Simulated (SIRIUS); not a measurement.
# MgS (F-43m) in SIRIUS: equation of state, part 2 of 3

SIRIUS 7.12.0. The steps go on from the part before.

### 3 Equation of state, PBEsol, 21.83 Å³/atom (volume scaled by 0.96)

Contents of sirius.json:

```json
{
  "control": {
    "processing_unit": "cpu",
    "std_evp_solver_name": "lapack",
    "gen_evp_solver_name": "lapack",
    "verbosity": 2,
    "print_forces": false,
    "ortho_rf": true,
    "use_second_variation": true,
    "rmt_max": 3.0,
    "num_bands_to_print": 19,
    "save_wf": true
  },
  "parameters": {
    "electronic_structure_method": "full_potential_lapwlo",
    "xc_functionals": ["XC_GGA_X_PBE_SOL", "XC_GGA_C_PBE_SOL"],
    "core_relativity": "dirac",
    "valence_relativity": "iora",
    "num_fv_states": 19,
    "smearing": "fermi_dirac",
    "smearing_width": 0.0018374661,
    "pw_cutoff": 20,
    "gk_cutoff": 3.5,
    "lmax_apw": 10,
    "lmax_rho": 8,
    "lmax_pot": 8,
    "num_mag_dims": 0,
    "auto_rmt": 0,
    "ngridk": [8, 8, 8],
    "shiftk": [0, 0, 0],
    "num_dft_iter": 80,
    "energy_tol": 1e-07,
    "density_tol": 1e-05,
    "use_symmetry": true
  },
  "settings": {"tol_ne": 1e-10},
  "iterative_solver": {"type": "exact"},
  "mixer": {"type": "anderson", "beta": 0.5, "max_history": 8},
  "unit_cell": {
    "lattice_vectors": [[0.0, 5.2814631647, 5.2814631647], [5.2814631647, 0.0, 5.2814631647], [5.2814631647, 5.2814631647, 0.0]],
    "atom_types": ["Mg", "S"],
    "atom_files": {"Mg": "Mg.json", "S": "S.json"},
    "atoms": {"Mg": [[0.0, 0.0, 0.0]], "S": [[0.25, 0.25, 0.25]]}
  }
}
```

Contents of Mg.json:

```json
{
  "name": "magnesium",
  "symbol": "Mg",
  "number": 12,
  "mass": 24.305,
  "rmin": 1e-06,
  "rmt": 2.23,
  "nrmt": 800,
  "rinf": 17.32,
  "core": "1s",
  "valence": [
    {"basis": [{"enu": -0.13, "dme": 0, "n": 0, "auto": 0}, {"enu": -0.13, "dme": 1, "n": 0, "auto": 0}]},
    {"l": 0, "n": 1, "basis": [{"enu": -0.03, "dme": 0, "n": 0, "auto": 0}]},
    {"l": 1, "n": 2, "basis": [{"enu": -0.03, "dme": 0, "n": 0, "auto": 0}]},
    {"l": 2, "n": 3, "basis": [{"enu": -0.03, "dme": 0, "n": 0, "auto": 0}]},
    {"l": 3, "n": 4, "basis": [{"enu": -0.03, "dme": 0, "n": 0, "auto": 0}]}
  ],
  "lo": [
    {"l": 0, "basis": [{"enu": -0.03, "dme": 0, "n": 0, "auto": 0}, {"enu": -0.03, "dme": 1, "n": 0, "auto": 0}]},
    {
      "l": 0,
      "basis": [{"enu": -2.7661, "dme": 0, "n": 2, "auto": 1}, {"enu": -2.7661, "dme": 1, "n": 2, "auto": 1}]
    },
    {
      "l": 0,
      "basis": [{"enu": -2.7661, "dme": 1, "n": 2, "auto": 1}, {"enu": -0.03, "dme": 0, "n": 0, "auto": 0}]
    },
    {
      "l": 0,
      "basis": [{"enu": -0.03, "dme": 0, "n": 0, "auto": 0}, {"enu": 3.1874, "dme": 0, "n": 0, "auto": 0}]
    },
    {"l": 1, "basis": [{"enu": -0.03, "dme": 0, "n": 0, "auto": 0}, {"enu": -0.03, "dme": 1, "n": 0, "auto": 0}]},
    {
      "l": 1,
      "basis": [{"enu": -1.5716, "dme": 0, "n": 2, "auto": 1}, {"enu": -1.5716, "dme": 1, "n": 2, "auto": 1}]
    },
    {
      "l": 1,
      "basis": [{"enu": -1.5716, "dme": 1, "n": 2, "auto": 1}, {"enu": -0.03, "dme": 0, "n": 0, "auto": 0}]
    },
    {
      "l": 1,
      "basis": [{"enu": -0.03, "dme": 0, "n": 0, "auto": 0}, {"enu": 3.6701, "dme": 0, "n": 0, "auto": 0}]
    },
    {"l": 2, "basis": [{"enu": -0.03, "dme": 0, "n": 0, "auto": 0}, {"enu": -0.03, "dme": 1, "n": 0, "auto": 0}]},
    {"l": 2, "basis": [{"enu": -0.03, "dme": 1, "n": 0, "auto": 0}, {"enu": -0.03, "dme": 2, "n": 0, "auto": 0}]},
    {"l": 2, "basis": [{"enu": -0.03, "dme": 0, "n": 0, "auto": 0}, {"enu": 3.107, "dme": 0, "n": 0, "auto": 0}]},
    {"l": 3, "basis": [{"enu": -0.03, "dme": 0, "n": 0, "auto": 0}, {"enu": -0.03, "dme": 1, "n": 0, "auto": 0}]}
  ],
  "free_atom": [... radial grid and density of the free atom, the start of the SCF ...]
}
```

Contents of S.json:

```json
{
  "name": "sulphur",
  "symbol": "S",
  "number": 16,
  "mass": 32.065,
  "rmin": 1e-06,
  "rmt": 2.23,
  "nrmt": 800,
  "rinf": 13.52,
  "core": "1s",
  "valence": [
    {"basis": [{"enu": -0.13, "dme": 0, "n": 0, "auto": 0}, {"enu": -0.13, "dme": 1, "n": 0, "auto": 0}]},
    {"l": 0, "n": 1, "basis": [{"enu": -0.1666, "dme": 0, "n": 0, "auto": 0}]},
    {"l": 1, "n": 2, "basis": [{"enu": -0.03, "dme": 0, "n": 0, "auto": 0}]},
    {"l": 2, "n": 3, "basis": [{"enu": -0.03, "dme": 0, "n": 0, "auto": 0}]},
    {"l": 3, "n": 4, "basis": [{"enu": -0.03, "dme": 0, "n": 0, "auto": 0}]}
  ],
  "lo": [
    {
      "l": 0,
      "basis": [{"enu": -0.1666, "dme": 0, "n": 0, "auto": 0}, {"enu": -0.1666, "dme": 1, "n": 0, "auto": 0}]
    },
    {
      "l": 0,
      "basis": [{"enu": -0.1666, "dme": 1, "n": 0, "auto": 0}, {"enu": -0.1666, "dme": 2, "n": 0, "auto": 0}]
    },
    {
      "l": 0,
      "basis": [{"enu": -7.5063, "dme": 0, "n": 2, "auto": 1}, {"enu": -7.5063, "dme": 1, "n": 2, "auto": 1}]
    },
    {
      "l": 0,
      "basis": [{"enu": -0.1666, "dme": 0, "n": 0, "auto": 0}, {"enu": 2.2465, "dme": 0, "n": 0, "auto": 0}]
    },
    {"l": 1, "basis": [{"enu": -0.03, "dme": 0, "n": 0, "auto": 0}, {"enu": -0.03, "dme": 1, "n": 0, "auto": 0}]},
    {
      "l": 1,
      "basis": [{"enu": -5.5182, "dme": 0, "n": 2, "auto": 1}, {"enu": -5.5182, "dme": 1, "n": 2, "auto": 1}]
    },
    {
      "l": 1,
      "basis": [{"enu": -5.5182, "dme": 1, "n": 2, "auto": 1}, {"enu": -0.03, "dme": 0, "n": 0, "auto": 0}]
    },
    {
      "l": 1,
      "basis": [{"enu": -0.03, "dme": 0, "n": 0, "auto": 0}, {"enu": 3.6701, "dme": 0, "n": 0, "auto": 0}]
    },
    {"l": 2, "basis": [{"enu": -0.03, "dme": 0, "n": 0, "auto": 0}, {"enu": -0.03, "dme": 1, "n": 0, "auto": 0}]},
    {"l": 2, "basis": [{"enu": -0.03, "dme": 1, "n": 0, "auto": 0}, {"enu": -0.03, "dme": 2, "n": 0, "auto": 0}]},
    {"l": 2, "basis": [{"enu": -0.03, "dme": 0, "n": 0, "auto": 0}, {"enu": 3.107, "dme": 0, "n": 0, "auto": 0}]},
    {"l": 3, "basis": [{"enu": -0.03, "dme": 0, "n": 0, "auto": 0}, {"enu": -0.03, "dme": 1, "n": 0, "auto": 0}]}
  ],
  "free_atom": [... radial grid and density of the free atom, the start of the SCF ...]
}
```

Contents of sirius_start.json:

```json
{
  "control": {
    "processing_unit": "cpu",
    "std_evp_solver_name": "lapack",
    "gen_evp_solver_name": "lapack",
    "verbosity": 1,
    "print_forces": false,
    "ortho_rf": true,
    "use_second_variation": true,
    "rmt_max": 3.0,
    "num_bands_to_print": 19,
    "save_wf": false
  },
  "parameters": {
    "electronic_structure_method": "full_potential_lapwlo",
    "xc_functionals": ["XC_LDA_X", "XC_LDA_C_PW"],
    "core_relativity": "dirac",
    "valence_relativity": "iora",
    "num_fv_states": 19,
    "smearing": "fermi_dirac",
    "smearing_width": 0.0055123983,
    "pw_cutoff": 20,
    "gk_cutoff": 2.8,
    "lmax_apw": 10,
    "lmax_rho": 8,
    "lmax_pot": 8,
    "num_mag_dims": 0,
    "auto_rmt": 0,
    "ngridk": [3, 3, 3],
    "shiftk": [0, 0, 0],
    "num_dft_iter": 30,
    "energy_tol": 0.01,
    "density_tol": 0.05,
    "use_symmetry": true
  },
  "settings": {"tol_ne": 1e-10},
  "iterative_solver": {"type": "exact"},
  "mixer": {"type": "anderson", "beta": 0.5, "max_history": 8},
  "unit_cell": {
    "lattice_vectors": [[0.0, 5.2814631647, 5.2814631647], [5.2814631647, 0.0, 5.2814631647], [5.2814631647, 5.2814631647, 0.0]],
    "atom_types": ["Mg", "S"],
    "atom_files": {"Mg": "Mg.json", "S": "S.json"},
    "atoms": {"Mg": [[0.0, 0.0, 0.0]], "S": [[0.25, 0.25, 0.25]]}
  }
}
```

Potentials or basis: all-electron FP-LAPW, apw+lo standard.

Run with:

```console
OMP_NUM_THREADS=1 sirius.scf --input=sirius_start.json --output=start.json
OMP_NUM_THREADS=1 sirius.scf --input=sirius.json --output=output.json --task=1
```

Log:

```text
[info] SIRIUS version : 7.12.0
[info] number of MPI ranks           : 1
[info] MPI grid                      : 1 1
[info] maximum number of OMP threads : 1
[fft] FFT context for density and potential
[fft] =====================================
[fft]   plane wave cutoff                     : 20
[fft]   grid size                             : 50 50 50   total : 125000
[fft]   grid limits                           : -24 25   -24 25   -24 25
[fft]   number of G-vectors within the cutoff : 39693
[fft]   number of G-shells                    : 1055
[fft] FFT context for coarse grid
[fft] =====================================
[fft]   plane wave cutoff                     : 7
[fft]   grid size                             : 20 20 20   total : 8000
[fft]   grid limits                           : -9 10   -9 10   -9 10
[... 400 lines left out ...]
[find] Total energy                   :    -598.57206910 (Ha),   -1197.14413821 (Ry)
[find] Free energy (E-TS)             :    -598.57206910 (Ha),   -1197.14413821 (Ry)
[find] band gap (eV)                  :       3.48640585
[find] Efermi                         :       0.12898457
[find] iteration : 6, RMS (target) : 1.7324e-06 (1.0000e-05) , energy difference (target) : 2.0026e-09 (1.0000e-07)
[find] converged after 7 SCF iterations!
[find] Charges and magnetic moments
[find] --------------------------------------------------------------------------------
[find] atom      charge    core leakage
[find] --------------------------------------------------------------------------------
[find]    0   10.582167    0.000000e+00
[find]    1   14.727818    0.000000e+00
[find] total core leakage    : 0.00000000e+00
[find] interstitial charge   : 2.690015
[find] total charge          : 28.000000
[find] Energy
[find] --------------------------------------------------------------------------------
[find] valence_eval_sum               :     -61.65180464
[find] core_eval_sum                  :    -267.56767143
[find] kinetic energy                 :     600.24495179
[find] enuc                           :    -719.81263127
[find] <rho|V^{XC}>                   :     -53.57409723
[find] <rho|E^{XC}>                   :     -41.05923639
[find] <mag|B^{XC}>                   :       0.00000000
[find] <rho|V^{H}>                    :    -875.89033064
[find] smearing (-TS)                 :      -0.00000000
[find] SCF correction                 :       0.00001209
[find] Total energy                   :    -598.57206910 (Ha),   -1197.14413821 (Ry)
[find] Free energy (E-TS)             :    -598.57206910 (Ha),   -1197.14413821 (Ry)
[find] band gap (eV)                  :       3.48640585
[find] Efermi                         :       0.12898457
```

start_output:

```text
[find] Total energy                   :    -597.60919591 (Ha),   -1195.21839182 (Ry)
[find] band gap (eV)                  :       4.26202413
[find] Efermi                         :       0.09130784
[find] iteration : 0, RMS (target) : 1.4723e-01 (5.0000e-02) , energy difference (target) : -5.9761e+02 (1.0000e-02)
[find] Total energy                   :    -597.62186190 (Ha),   -1195.24372379 (Ry)
[find] band gap (eV)                  :       3.31448174
[find] Efermi                         :       0.11349176
[find] iteration : 1, RMS (target) : 7.0121e-02 (5.0000e-02) , energy difference (target) : -1.2666e-02 (1.0000e-02)
[find] Total energy                   :    -597.62192232 (Ha),   -1195.24384463 (Ry)
[find] band gap (eV)                  :       3.36405405
[find] Efermi                         :       0.10956095
[find] iteration : 2, RMS (target) : 2.7440e-02 (5.0000e-02) , energy difference (target) : -6.0420e-05 (1.0000e-02)
[find] converged after 3 SCF iterations!
[find] Total energy                   :    -597.62192232 (Ha),   -1195.24384463 (Ry)
[find] band gap (eV)                  :       3.36405405
[find] Efermi                         :       0.10956095
```

Wall time 54 s (1 thread of Intel Xeon Platinum 8259CL at 2.50GHz (Skylake/Cascade Lake), shared host); peak memory 0.42 GiB.

What came out:

- Free energy: -16287.9758 eV
- Band gap on the k mesh: 3.49 eV, direct
- All electrons inside the program's atomic spheres: S 14.73; Mg 10.58 (radii Mg 2.23, S 2.23 bohr)

### 4 Equation of state, PBEsol, 22.29 Å³/atom (volume scaled by 0.98)

Edit sirius.json of step 3 so:

```diff
@@ -39,3 +39,3 @@
   "unit_cell": {
-    "lattice_vectors": [[0.0, 5.2814631647, 5.2814631647], [5.2814631647, 0.0, 5.2814631647], [5.2814631647, 5.2814631647, 0.0]],
+    "lattice_vectors": [[0.0, 5.3178881997, 5.3178881997], [5.3178881997, 0.0, 5.3178881997], [5.3178881997, 5.3178881997, 0.0]],
     "atom_types": ["Mg", "S"],
```

Contents of Mg.json:

```json
{
  "name": "magnesium",
  "symbol": "Mg",
  "number": 12,
  "mass": 24.305,
  "rmin": 1e-06,
  "rmt": 2.23,
  "nrmt": 800,
  "rinf": 17.32,
  "core": "1s",
  "valence": [
    {"basis": [{"enu": -0.14, "dme": 0, "n": 0, "auto": 0}, {"enu": -0.14, "dme": 1, "n": 0, "auto": 0}]},
    {"l": 0, "n": 1, "basis": [{"enu": -0.04, "dme": 0, "n": 0, "auto": 0}]},
    {"l": 1, "n": 2, "basis": [{"enu": -0.04, "dme": 0, "n": 0, "auto": 0}]},
    {"l": 2, "n": 3, "basis": [{"enu": -0.04, "dme": 0, "n": 0, "auto": 0}]},
    {"l": 3, "n": 4, "basis": [{"enu": -0.04, "dme": 0, "n": 0, "auto": 0}]}
  ],
  "lo": [
    {"l": 0, "basis": [{"enu": -0.04, "dme": 0, "n": 0, "auto": 0}, {"enu": -0.04, "dme": 1, "n": 0, "auto": 0}]},
    {
      "l": 0,
      "basis": [{"enu": -2.7761, "dme": 0, "n": 2, "auto": 1}, {"enu": -2.7761, "dme": 1, "n": 2, "auto": 1}]
    },
    {
      "l": 0,
      "basis": [{"enu": -2.7761, "dme": 1, "n": 2, "auto": 1}, {"enu": -0.04, "dme": 0, "n": 0, "auto": 0}]
    },
    {
      "l": 0,
      "basis": [{"enu": -0.04, "dme": 0, "n": 0, "auto": 0}, {"enu": 3.1774, "dme": 0, "n": 0, "auto": 0}]
    },
    {"l": 1, "basis": [{"enu": -0.04, "dme": 0, "n": 0, "auto": 0}, {"enu": -0.04, "dme": 1, "n": 0, "auto": 0}]},
    {
      "l": 1,
      "basis": [{"enu": -1.5816, "dme": 0, "n": 2, "auto": 1}, {"enu": -1.5816, "dme": 1, "n": 2, "auto": 1}]
    },
    {
      "l": 1,
      "basis": [{"enu": -1.5816, "dme": 1, "n": 2, "auto": 1}, {"enu": -0.04, "dme": 0, "n": 0, "auto": 0}]
    },
    {
      "l": 1,
      "basis": [{"enu": -0.04, "dme": 0, "n": 0, "auto": 0}, {"enu": 3.6601, "dme": 0, "n": 0, "auto": 0}]
    },
    {"l": 2, "basis": [{"enu": -0.04, "dme": 0, "n": 0, "auto": 0}, {"enu": -0.04, "dme": 1, "n": 0, "auto": 0}]},
    {"l": 2, "basis": [{"enu": -0.04, "dme": 1, "n": 0, "auto": 0}, {"enu": -0.04, "dme": 2, "n": 0, "auto": 0}]},
    {"l": 2, "basis": [{"enu": -0.04, "dme": 0, "n": 0, "auto": 0}, {"enu": 3.097, "dme": 0, "n": 0, "auto": 0}]},
    {"l": 3, "basis": [{"enu": -0.04, "dme": 0, "n": 0, "auto": 0}, {"enu": -0.04, "dme": 1, "n": 0, "auto": 0}]}
  ],
  "free_atom": [... radial grid and density of the free atom, the start of the SCF ...]
}
```

Contents of S.json:

```json
{
  "name": "sulphur",
  "symbol": "S",
  "number": 16,
  "mass": 32.065,
  "rmin": 1e-06,
  "rmt": 2.23,
  "nrmt": 800,
  "rinf": 13.52,
  "core": "1s",
  "valence": [
    {"basis": [{"enu": -0.14, "dme": 0, "n": 0, "auto": 0}, {"enu": -0.14, "dme": 1, "n": 0, "auto": 0}]},
    {"l": 0, "n": 1, "basis": [{"enu": -0.1766, "dme": 0, "n": 0, "auto": 0}]},
    {"l": 1, "n": 2, "basis": [{"enu": -0.04, "dme": 0, "n": 0, "auto": 0}]},
    {"l": 2, "n": 3, "basis": [{"enu": -0.04, "dme": 0, "n": 0, "auto": 0}]},
    {"l": 3, "n": 4, "basis": [{"enu": -0.04, "dme": 0, "n": 0, "auto": 0}]}
  ],
  "lo": [
    {
      "l": 0,
      "basis": [{"enu": -0.1766, "dme": 0, "n": 0, "auto": 0}, {"enu": -0.1766, "dme": 1, "n": 0, "auto": 0}]
    },
    {
      "l": 0,
      "basis": [{"enu": -0.1766, "dme": 1, "n": 0, "auto": 0}, {"enu": -0.1766, "dme": 2, "n": 0, "auto": 0}]
    },
    {
      "l": 0,
      "basis": [{"enu": -7.5163, "dme": 0, "n": 2, "auto": 1}, {"enu": -7.5163, "dme": 1, "n": 2, "auto": 1}]
    },
    {
      "l": 0,
      "basis": [{"enu": -0.1766, "dme": 0, "n": 0, "auto": 0}, {"enu": 2.2365, "dme": 0, "n": 0, "auto": 0}]
    },
    {"l": 1, "basis": [{"enu": -0.04, "dme": 0, "n": 0, "auto": 0}, {"enu": -0.04, "dme": 1, "n": 0, "auto": 0}]},
    {
      "l": 1,
      "basis": [{"enu": -5.5282, "dme": 0, "n": 2, "auto": 1}, {"enu": -5.5282, "dme": 1, "n": 2, "auto": 1}]
    },
    {
      "l": 1,
      "basis": [{"enu": -5.5282, "dme": 1, "n": 2, "auto": 1}, {"enu": -0.04, "dme": 0, "n": 0, "auto": 0}]
    },
    {
      "l": 1,
      "basis": [{"enu": -0.04, "dme": 0, "n": 0, "auto": 0}, {"enu": 3.6601, "dme": 0, "n": 0, "auto": 0}]
    },
    {"l": 2, "basis": [{"enu": -0.04, "dme": 0, "n": 0, "auto": 0}, {"enu": -0.04, "dme": 1, "n": 0, "auto": 0}]},
    {"l": 2, "basis": [{"enu": -0.04, "dme": 1, "n": 0, "auto": 0}, {"enu": -0.04, "dme": 2, "n": 0, "auto": 0}]},
    {"l": 2, "basis": [{"enu": -0.04, "dme": 0, "n": 0, "auto": 0}, {"enu": 3.097, "dme": 0, "n": 0, "auto": 0}]},
    {"l": 3, "basis": [{"enu": -0.04, "dme": 0, "n": 0, "auto": 0}, {"enu": -0.04, "dme": 1, "n": 0, "auto": 0}]}
  ],
  "free_atom": [... radial grid and density of the free atom, the start of the SCF ...]
}
```

Edit sirius_start.json of step 3 so:

```diff
@@ -39,3 +39,3 @@
   "unit_cell": {
-    "lattice_vectors": [[0.0, 5.2814631647, 5.2814631647], [5.2814631647, 0.0, 5.2814631647], [5.2814631647, 5.2814631647, 0.0]],
+    "lattice_vectors": [[0.0, 5.3178881997, 5.3178881997], [5.3178881997, 0.0, 5.3178881997], [5.3178881997, 5.3178881997, 0.0]],
     "atom_types": ["Mg", "S"],
```

Run with:

```console
OMP_NUM_THREADS=1 sirius.scf --input=sirius_start.json --output=start.json
OMP_NUM_THREADS=1 sirius.scf --input=sirius.json --output=output.json --task=1
```

It took 41 s on 1 thread of Intel Xeon Platinum 8259CL at 2.50GHz (Skylake/Cascade Lake), shared host; peak memory 0.43 GiB.

The run converged. Its results:

- Free energy: -16287.9835 eV
- Band gap on the k mesh: 3.38 eV, direct
- All electrons inside the program's atomic spheres: S 14.71; Mg 10.56 (radii Mg 2.23, S 2.23 bohr)

(Part 2 of 3 ends here.)
